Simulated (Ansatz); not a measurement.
**Moving the knobs of a GW run on SiC (F-43m)**

A base run on SiC (F-43m), then changed inputs.

Calculated with Ansatz 0.2.0; G0W0 on PBE, plane waves, norm-conserving pseudopotentials.

## 1. The structure

It takes space group F-43m (No. 216, cubic). The conventional cell has a = 4.358 Å, b = 4.358 Å, c = 4.358 Å, α = 90.00°, β = 90.00°, γ = 90.00°. Nearest to Si lie 4 C at 1.89 Å. C has 4 Si at 1.89 Å nearest. Farther neighbours are not listed.

The cell and positions come from the Crystallography Open Database and are kept as given unless a step says otherwise.

## 2. The base run: 6×6×6 mesh, 46 empty bands, screening to 100 eV, norm-conserving files

G0W0 replaces the xc potential by the self-energy, built once from these orbitals. Only a window of levels is corrected, while the sums run over the empty bands that the input names. This step takes norm-conserving files.

Contents of input.yaml:

```yaml
crystal:
  lattice:
    - [0.0, 2.179, 2.179]
    - [2.179, 0.0, 2.179]
    - [2.179, 2.179, 0.0]
  atoms:
    - { symbol: Si, position: [0.0, 0.0, 0.0] }
    - { symbol: C, position: [0.25, 0.25, 0.25] }
kpoints:
  mp_grid: { grid: [6, 6, 6] }
hamiltonian:
  xc: pbe
  pseudopotentials: { kind: nc }
scf:
  occupations: { method: fixed }
gw:
  n_empty_bands: 46
  ecut_chi: 100
  qp_bands: [v2, c2]
  qp_kpoints: band_edges
  screening: { model: contour_deformation }
```

The run is started by

```sh
> ansatz run input.yaml --threads 3 --pin off --max-ram 92160MiB --backend cuda --events-out ev --progress --plain --runs-dir out --devices 1 --max-vram 13GiB
```

Numbers of over 12 decimals in the logs are rounded to 6 here.

Log:

```text
GPUs: using 1 of 1 available (devices: 1).
Engine: ansatz 0.2.0, x86_64-unknown-linux-gnu
Pseudopotentials: kind: nc
Pseudopotential: Si, nc, valence charge 4, recommended cutoff 489.804952 eV (normal), Si.nc.azcp
Pseudopotential: C, nc, valence charge 4, recommended cutoff 1115.666836 eV (normal), C.nc.azcp
Functional definition: PBE
  parameter kappa = 0.804
  parameter beta = 0.066725
  exchange = pbe_x(kappa = kappa, mu = beta*pi^2/3)
  correlation = pbe_c(beta = beta)
device memory: the entry about to start is reckoned to put 0.5 GiB on a device that reports 24.7 GiB free (of which the cap on the GPU budget leaves the run 13.0 GiB)
GPU FFT provider: cuFFT
GPU libraries: cuBLAS 13.8.2, cuFFT 12.4.0, cuSOLVER 12.3.4
Crystal: 2 atoms, lattice volume = 20.692 Å³
Basis set: ecut = 1115.666836 eV, 1807 PW (Γ)
Bands: 8, of which v1, the nominal top of the filled ones, is band 4 counted from 1 (3 counted from 0)
Symmetry: 24 space group operations
Space group: F-43m (ITA 216), of the structure as read, at distance tolerance 2.7e-5 Å
k-points: 16 of 216 (time reversal used)
Non-local potential: Si, projectors of the file, l = 0: 2, l = 1: 2, l = 2: 2
Non-local potential: C, projectors of the file, l = 0: 2, l = 1: 2
Initial density: superposition of atomic densities (chi_scale 0.1, normalization cell, long waves kept (reshape's long-wave potential 0.00 eV rms))
Initial wavefunctions: pseudopotential atomic-orbital guess
GPU buffer pool allocated for 46656 grid points (all kernels)
GPU transforms: local potential and band sums: pruned to the plane-wave sphere, on 36×36×36
Functional: x = pbe(κ = 0.804, μ = 0.219515), c = pbe(β = 0.066725)
SCF iter   1: F=—  HF=-281.082693 eV  |F-HF|=—  |Δ(HF+E_count)|=         —  Δρ=1.42e-1  dr2=4.99e0  ethr=3.10e-3  ⟨swp⟩=4.4  Hψ=934  notcnv=0  defer=26
preconditioner: auto → none  [insulator: Δε(μ)=3.284 eV  Ē_g=14.738 eV  n_scr=0 (ndim 8)  ℏωp=23.1 eV  f_vac=0.000  ε∞_Penn≈3.5]
SCF iter   2: F=—  HF=-279.616997 eV  |F-HF|=—  |Δ(HF+E_count)|=    1.47e0  Δρ=4.84e-2  dr2=3.03e-1  ethr=3.10e-3  ⟨swp⟩=3.3  Hψ=430  notcnv=0  defer=27
SCF iter   3: F=—  HF=-279.547060 eV  |F-HF|=—  |Δ(HF+E_count)|=   6.99e-2  Δρ=1.96e-2  dr2=4.05e-2  ethr=3.10e-3  ⟨swp⟩=2.0  Hψ=283  notcnv=0  defer=27
SCF iter   4: F=—  HF=-279.545779 eV  |F-HF|=—  |Δ(HF+E_count)|=   1.28e-3  Δρ=1.09e-3  dr2=1.76e-4  ethr=5.06e-4  ⟨swp⟩=2.0  Hψ=165  notcnv=0  defer=27
SCF iter   5: F=—  HF=-279.545878 eV  |F-HF|=—  |Δ(HF+E_count)|=   9.92e-5  Δρ=2.29e-4  dr2=3.43e-6  ethr=2.20e-6  ⟨swp⟩=2.2  Hψ=203  notcnv=0  defer=27
SCF iter   6: F=—  HF=-279.545883 eV  |F-HF|=—  |Δ(HF+E_count)|=   4.86e-6  Δρ=6.23e-5  dr2=4.38e-7  ethr=1.25e-9  ⟨swp⟩=6.5  Hψ=830  notcnv=0
[...]
Free energy (F): -279.545883 eV
Harris-Foulkes:  -279.545883 eV  (|F-HF|=9.07e-10)
Internal energy: -279.545883 eV  (E = F + TS)
E sigma→0 (E₀):  -279.545883 eV
Fermi energy:    9.508043 eV
--- Per-component energies (eV) ---
  E_band       = 28.850891
  E_kinetic    = 161.122469
  E_local      = -105.296397  (includes V_loc(G=0)·N_el)
  E_nonlocal   = 20.452881
  E_hartree    = 31.875683
  E_xc         = -102.916738
  E_vxc        = -111.179389  (∫ρ·V_xc dr)
  E_ewald      = -284.783780
  E_smearing   = -0.000000  (= −TS)
  E_closure    = 0.000000  (closes the sum)
  Σ components = -279.545883   (vs F -279.545883, Δ=0.00e0)
--- Band table (eV; the first three rows and the last of 16) ---
  k-point 0: bands = ["-5.9113", "9.5080", "9.5080", "9.5080", "15.7171", "16.7931", "16.7931", "16.7931"]
  k-point 1: bands = ["-5.3720", "7.1314", "9.1767", "9.1767", "15.8292", "17.3111", "17.3111", "17.8413"]
  k-point 2: bands = ["-3.8449", "3.3218", "8.6611", "8.6611", "15.1734", "17.1312", "17.1312", "19.4095"]
  k-point 15: bands = ["-0.7206", "2.2066", "4.9925", "5.1144", "13.4904", "16.5855", "20.3166", "21.6993"]
--- G₀W₀: contour deformation, 6 samples at zero and on the imaginary axis and 2 off it, 216 q-points, 46 empty bands' worth ---
  eigenvalues of the whole cell's RPA ε∞ on this k-mesh (on a slab, of 1 + 4πα/V) = 7.1662, 7.1662, 7.1662; static W/v taken at q = 0 is 0.139544
  gw.qp_kpoints: band_edges: 9 of 16 stored k-points solved, in 1 pass; an edge of the gap read off the rows below is read off those points alone
    valence top: of the k-points left out ik 7 came nearest to being solved in a further pass, in band 4 (counted from 1, as in the quasiparticle table): it holds the edge there only if its correction is more favourable than any solved in that band by at least 1.155 eV; those differ by 0.274 eV
    conduction bottom: of the k-points left out ik 10 came nearest to being solved in a further pass, in band 5 (counted from 1, as in the quasiparticle table): it holds the edge there only if its correction is more favourable than any solved in that band by at least 1.372 eV; those differ by 0.401 eV
    ik  band        ε_KS         Σx   Σc(E_QP)       V_xc       Z   E_QP_lin       E_QP  E_QP is
     0     3      9.5080   -18.3478     2.2589   -15.7302  0.7917     9.1484     9.1493  root
     0     4      9.5080   -18.3478     2.2589   -15.7302  0.7917     9.1484     9.1493  root
     0     5     15.7171    -9.6415    -5.0870   -15.4434  0.7837    16.4373    16.4320  root
     0     6     16.7931    -8.1522    -5.0604   -13.9483  0.7981    17.5338    17.5287  root
     1     3      9.1767   -18.3755     2.3308   -15.6543  0.7905     8.7852     8.7863  root
     1     4      9.1767   -18.3755     2.3308   -15.6543  0.7905     8.7852     8.7863  root
     1     5     15.8292    -8.8685    -4.9660   -14.5274  0.7947    16.5265    16.5221  root
     1     6     17.3111    -7.9576    -5.2430   -13.9570  0.7925    18.0732    18.0674  root
[...]
12     3      6.3128   -18.5669     3.1530   -14.7807  0.7717     5.6747     5.6796  root
    12     4      6.3128   -18.5669     3.1530   -14.7807  0.7717     5.6747     5.6796  root
    12     5     10.8509    -7.1376    -3.8857   -11.3539  0.8183    11.1820    11.1814  root
    12     6     13.8156    -7.4461    -4.3660   -12.3423  0.8206    14.3477    14.3458  root
[key lines of the parts left out:]
SCF converged after 7 iterations
```

Wall time 17 s (1 × NVIDIA H100 80GB HBM3 (shared by 6 runs) with 3 threads of AMD EPYC 7R13 (Zen 3), shared host); peak memory 0.95 GiB.

Reading the cycles: dr2 is the Hartree energy of the density residual (eV), the measure of convergence; HF is the Harris–Foulkes estimate of the energy, which meets the free energy F at convergence.

Numbers from this step:

```yaml
bands_summed: 50
rpa_eps_infinity_on_this_mesh_eigenvalues: 7.166, 7.166, 7.166
plane_waves_in_the_screening_matrix: 59
q_points_in_the_mesh: 216
g0w0_gap_on_the_mesh: 2.032 eV
k_of_the_valence_top: 0, 0, 0
k_of_the_conduction_bottom: 0, -0.5, -0.5
starting_gap_on_the_mesh: 1.343 eV
z_at_the_valence_top: 0.7917
z_at_the_conduction_bottom: 0.8183
least_direct_g0w0_gap_on_the_computed_points: 5.502 eV
```

The gap on the mesh goes from 1.34 eV to 2.03 eV, a correction of +0.69 eV. Between the two edge states, bare exchange in place of the xc potential would open the gap by 6.83 eV, and correlation takes back 6.14 eV.

## 3. Variant: static remainder

Changes to input.yaml since step 2:

```diff
@@ -16,3 +16,3 @@
 gw:
-  n_empty_bands: 46
+  n_empty_bands: 21
   ecut_chi: 100
@@ -21 +21,2 @@
   screening: { model: contour_deformation }
+  static_remainder: true
```

Log:

```text
Warning: gw takes pair_densities: pseudo, which can misplace gaps by tens of per cent, since gw.static_remainder lacks the terms of the atoms
GPUs: using 1 of 1 available (devices: 1).
[...]
GPU FFT provider: cuFFT
GPU libraries: cuBLAS 13.8.2, cuFFT 12.4.0, cuSOLVER 12.3.4
Crystal: 2 atoms, lattice volume = 20.692 Å³
Basis set: ecut = 1115.666836 eV, 1807 PW (Γ)
Bands: 8, of which v1, the nominal top of the filled ones, is band 4 counted from 1 (3 counted from 0)
Symmetry: 24 space group operations
[...]
k-points: 16 of 216 (time reversal used)
[...]
GPU buffer pool allocated for 46656 grid points (all kernels)
[...]
SCF iter   1: F=—  HF=-281.082693 eV  |F-HF|=—  |Δ(HF+E_count)|=         —  Δρ=1.42e-1  dr2=4.99e0  ethr=3.10e-3  ⟨swp⟩=4.4  Hψ=934  notcnv=0  defer=26
[...]
SCF iter   7: F=-279.545883 eV  HF=-279.545883 eV  |F-HF|=9.07e-10  |Δ(HF+E_count)|=   1.04e-7  Δρ=6.03e-6  dr2=4.33e-9  ethr=1.25e-9  ⟨swp⟩=3.8  Hψ=490  notcnv=0
SCF 1 converged in 7 iterations: F = -279.545883 eV  dr2 = 4.33e-9
[...]
NSCF: frozen V_eff on 16 k-points, pencils in batches of 32, up to order 32
[...]
G₀W₀ screening: q 1/16
[... further progress lines ...]
[...]
NSCF: frozen V_eff on 1 k-points
[...]
SCF converged after 7 iterations
Free energy (F): -279.545883 eV
[...]
Internal energy: -279.545883 eV  (E = F + TS)
E sigma→0 (E₀):  -279.545883 eV
Fermi energy:    9.508043 eV
[...]
--- Band table (eV; the first three rows and the last of 16) ---
[...]
static-remainder magnitude (band-truncation diagnostic): 1.1838 eV
  bands read: the sum over 25 bands ends inside a degenerate multiplet in 4 slots, whose members it reads at an even weight; the widest, k=0: bands 24 to 26 (counted from 1) at 2/3 each
[...]
0     3      9.5080   -17.6068     2.0398   -14.9359  0.7924     8.8742     8.8770  root
     0     4      9.5080   -17.6068     2.0398   -14.9359  0.7924     8.8742     8.8770  root
     0     5     15.7171    -7.5363    -5.3298   -13.1957  0.7827    16.0479    16.0468  root
     0     6     16.7931    -5.8379    -5.2182   -11.3348  0.7977    17.0725    17.0718  root
     1     3      9.1767   -17.5376     2.1269   -14.7489  0.7911     8.5117     8.5149  root
     1     4      9.1767   -17.5376     2.1269   -14.7489  0.7911     8.5117     8.5149  root
     1     5     15.8292    -6.6954    -5.1631   -12.1577  0.7940    16.1292    16.1284  root
     1     6     17.3111    -5.7736    -5.4146   -11.4905  0.7925    17.6144    17.6135  root
[...]
12     3      6.3128   -17.4692     3.0506   -13.5693  0.7714     5.4545     5.4636  root
    12     4      6.3128   -17.4692     3.0506   -13.5693  0.7714     5.4545     5.4636  root
    12     5     10.8509    -6.3812    -3.9727   -10.5094  0.8186    11.0065    11.0063  root
    12     6     13.8156    -5.9666    -4.5011   -10.7753  0.8213    14.1239    14.1233  root
```

Wall time 13 s (1 × NVIDIA H100 80GB HBM3 (shared by 6 runs) with 3 threads); peak memory 0.89 GiB.

Against the base:

```csv
setting,base,variant
empty bands,46,21
static remainder,-,true
```

```csv
quantity,variant,base
starting gap on the mesh,1.343,1.343
G0W0 gap on the mesh,2.129,2.032
least direct G0W0 gap on the computed points,5.543,5.502
Z at the valence top,0.792,0.792
Z at the conduction bottom,0.819,0.818
```

## 4. Outcome

```json
{
  "base": "2.03 eV, 17 s",
  "static remainder": "2.13 eV, 13 s"
}
```

What this shows: Static remainder: the gap moves by +0.10 eV; such settings are too crude to quote. The variant differs from the base in empty bands and static remainder together, so the change can't be laid to one of them. This option needs pseudo pair densities, which the log warns can misplace gaps. All runs here use a coarse mesh and modest cutoffs; they test settings and are not final values.

[Paths, hosts, dates, memory and timing lines, banners, echoed tables and standing remarks are left out of the program output.]

[Logs are printed without paths, hosts, clocks, repeated set-up lines and the standing remarks that a program may print on its own settings, such as how far it seeks lower states.]

[Runs of the session that timed out or met a known fault of the program may be left out.]

[Cells called generated may have been cut or substituted from an entry of the Crystallography Open Database or the Materials Project.]

[Hosts, paths, dates, database ids (printed as entryN), source tags and the programs' standing remarks are cut or masked in the printed files.]
